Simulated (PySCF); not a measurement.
Molecule: `C=CCC`, C4H8.

Bonds (- single, = double, # triple, : aromatic): C1=C2 1.334 Å, C2-C3 1.496 Å, C3-C4 1.526 Å. C1 carries H5, H6; C2 carries H7; C3 carries H8, H9; C4 carries H10, H11, H12. H5 is cis to C3; H6 is trans to C3.

Geometry PBE0-D3(BJ)/def2-SVP throughout; GIAO in PySCF 2.14.0 with density-fitted response routines, gas phase, one conformer, non-relativistic; equivalent atoms averaged; basis pcSseg-2.

For orientation, mPW1PW91 gives these shifts δ (against TMS at the same level): C2 155.4, C1 123.6, C3 33.8, C4 17.0, H7 6.13, H5 5.29, H6 5.19, H8/H9 2.14, H10/H11/H12 0.99 ppm.

A run gave: C2 143.6, C1 112.3, C3 35.2, C4 17.8, H7 5.97, H5 5.08, H6 4.99, H8/H9 2.20, H10/H11/H12 1.02 ppm (shifts δ (against TMS at the same level)).

Q: Which functional was used in that run?
A. CAM-B3LYP
B. BLYP
C. B3LYP
D. KT3
E. WP04

A: D. C2 tells them apart best: KT3 gives 143.6, B3LYP gives 156.3, BLYP gives 155.5, WP04 gives 152.4, CAM-B3LYP gives 158.8 ppm.
